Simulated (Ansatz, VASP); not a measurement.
**ZnS (Wurtzite-2H): VASP beside Ansatz**

File INCAR:

```
SYSTEM = ZnS
PREC = Accurate
ENCUT = 600
EDIFF = 1E-6
ISMEAR = -1
SIGMA = 0.05
LREAL = .FALSE.
LASPH = .TRUE.
NELM = 100
ALGO = Normal
ISIF = 3
LWAVE = .FALSE.
LCHARG = .FALSE.
GGA = RE
IVDW = 12
IBRION = 2
NSW = 40
EDIFFG = -0.01
```

Contents of KPOINTS:

```
Automatic mesh
0
G
  8 8 5
  0 0 0
```

POSCAR

```
ZnS
1.0
    3.8110000000      0.0000000000      0.0000000000
   -1.9055000000      3.3004228138      0.0000000000
    0.0000000000      0.0000000000      6.2340000000
Zn S
2 2
Direct
    0.6666666667      0.3333333333      0.5000000000
    0.3333333333      0.6666666667      0.0000000000
    0.6666666667      0.3333333333      0.8850000000
    0.3333333333      0.6666666667      0.3850000000
```

Contents of input.yaml:

```yaml
crystal:
  lattice:
    - [3.811, 0.0, 0.0]
    - [-1.9055, 3.3004228138, 0.0]
    - [0.0, 0.0, 6.234]
  atoms:
    - { symbol: Zn, position: [0.6666666667, 0.3333333333, 0.5] }
    - { symbol: Zn, position: [0.3333333333, 0.6666666667, 0.0] }
    - { symbol: S, position: [0.6666666667, 0.3333333333, 0.885] }
    - { symbol: S, position: [0.3333333333, 0.6666666667, 0.385] }
hamiltonian:
  xc: revpbe
  pseudopotentials: { kind: paw }
  dispersion: d3bj
kpoints:
  mp_grid: { grid: [8, 8, 5] }
scf:
  occupations: { method: fermi_dirac, width: 0.05 }
output:
  forces: true
  stress: true
relax:
  f_tol: 0.01
  max_steps: 40
  cell: { stress_tol: 0.05 }
```

Alike in both runs: task relaxation of cell and atoms; functional revPBE; dispersion D3(BJ); k mesh 8 × 8 × 5; occupations fermi-dirac, width 0.05 eV; no spin polarisation.

```csv
,VASP,Ansatz
version,VASP 6.6.1,Ansatz 0.2.0
potentials or method,"VASP PAW PBE potentials, release 64 (Zn, S)",Ansatz PAW
plane-wave cutoff (eV),600,420
valence electrons in the cell,36,36
```

Ansatz gave:

| Quantity | Value |
| --- | --- |
| relaxed volume (Å³/atom) | 19.18 |
| relaxed cell length with the largest relative difference (Å) | 6.214 |
| energy change over the relaxation (meV/atom) | -8 |

Question: What did VASP give for the same quantities?

Answer: Relaxed volume (Å³/atom): 19.22; relaxed cell length with the largest relative difference (Å): 6.218; energy change over the relaxation (meV/atom): -8.

Caveats: the PAW data sets were made with another functional, which shifts forces and pressure a little (VASP); the plane-wave basis is chosen anew once the cell has moved, so the energies of steps on either side of that aren't comparable (Ansatz); the PAW data sets come from PBE, with cores solved anew for the run's functional, which leaves a small shift of forces and pressure (Ansatz). revPBE gaps usually lie below the measured ones, often by a third to a half.
